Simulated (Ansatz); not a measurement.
BaF2:
```
CELL_PARAMETERS angstrom
      0.00000     3.02241     3.02241
      3.02241     0.00000     3.02241
      3.02241     3.02241     0.00000
ATOMIC_POSITIONS crystal
  Ba 0.00000 0.00000 0.00000
  F  0.25000 0.25000 0.25000
  F  0.75000 0.75000 0.75000
```

Relaxed with LDA.

Decompose the optical modes at the zone centre into irreducible representations, and say which are infrared and Raman allowed.

Point group m-3m: Γ_opt = T1u + T2g. Infrared: T1u. Raman: T2g.

Assign frequencies (DFPT, DFT-LDA in the program Ansatz with PAW potentials; without the LO–TO term).

T1u 200, T2g 255 cm⁻¹.

Space group Fm-3m (fluorite). Symmetry was held in the LDA relaxation; phonons on a q-mesh show no instability. Spin–orbit coupling is left out wherever it is not named.

Potentials: the later of the program's two PAW sets.
